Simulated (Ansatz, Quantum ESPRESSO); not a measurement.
## Equation of state of rutile SnO2

How stiff is rutile SnO2 under hydrostatic load? Each row relaxes cell and atoms at a set pressure. The phase is followed to these pressures whether or not it stays the stable one.

Calculated with Ansatz 0.2.0, PBEsol, PAW files of the set soft_1, cutoff 600 eV, Fermi–Dirac smearing 0.02 eV, k-mesh 6×6×9, no spin polarisation, no spin-orbit coupling.

Reference cell, relaxed at zero pressure with PBEsol (P4_2/mnm): a = 4.7686 Å, b = 4.7686 Å, c = 3.2114 Å, α = 90.00°, β = 90.00°, γ = 90.00°.

```csv
atom,x,y,z
Sn,0.0000,0.0000,0.0000
Sn,0.5000,0.5000,0.5000
O,0.3063,0.3063,0.0000
O,0.1937,0.8063,0.5000
O,0.6937,0.6937,0.0000
O,0.8063,0.1937,0.5000
```

| V (Å³/atom) | V/V0 | P (GPa) | E − E0 (meV/atom) |
| --- | --- | --- | --- |
| 12.4527 | 1.0232 | −3.999 | 3.6 |
| 11.8691 | 0.9752 | 4.997 | 4.6 |
| 11.6070 | 0.9537 | 10.003 | 16.8 |
| 11.3749 | 0.9346 | 15.009 | 34.8 |
| 11.1670 | 0.9175 | 20.001 | 57.5 |

V0 = 12.1708 Å³ an atom, where the residual pressure P0 is +0.001 GPa. **Question.** Fit the Birch–Murnaghan law and give the pressure and the energy at V = 10.8042 Å³ an atom, a row left out above.

With the Eulerian strain f = ½[(V0/V)^(2/3) − 1] and F = (P − P0)/[3f(1 + 2f)^(5/2)], the third-order law is the line F = B0 + (3/2) B0 (B′ − 4) f.

```csv
f,F (GPa)
0.02953,195.58
0.02306,193.82
0.01606,191.78
0.00844,189.29
−0.00757,182.87
```

A straight line through the 5 rows: the means are 0.0139 for f and 190.67 for F, Σ(Δx)² = 0.0008236 and ΣΔxΔy = 0.283, so the slope is 0.283/0.0008236 = 343.59 and the intercept 190.67 − (343.59)(0.0139) = 185.89.

Hence B0 = 185.9 GPa and B′ = 4 + (343.6)/(1.5 × 185.9) = 5.23. For the withheld volume f = 0.04132, F = 200.09 GPa and P = 30.25 GPa, an extrapolation past the fitted rows. The run itself gives 30.00 GPa, so the estimate misses by 0.25 GPa, more than the largest misfit of the fitted rows (0.05 GPa).

Integrating the same law gives E − E0 = (9/2) B0 V0 f²[1 + (B′ − 4) f] + P0(V0 − V), with 1 GPa Å³ = 6.2415 meV: 114.0 meV an atom. The run itself gives 113.7 meV, so the estimate misses by 0.3 meV, more than the largest misfit of the fitted rows (0.1 meV).

The same fit over all rows at other levels or in other programs gives B0 = 185 GPa with PBEsol (Quantum ESPRESSO, PseudoDojo).

Measured volume: 11.919 Å³ an atom (doi:10.1107/S0108768197001468), so V0 is +2.1 % off. A stiffness follows the volume as d ln B/d ln V = −B′, which moves B0 by about +12 % when it is taken at the measured volume.

The calculation is for a static lattice, while measurements hold thermal and zero-point motion.

[Logs are printed without paths, hosts, clocks, repeated set-up lines and the standing remarks that a program may print on its own settings, such as how far it seeks lower states.]
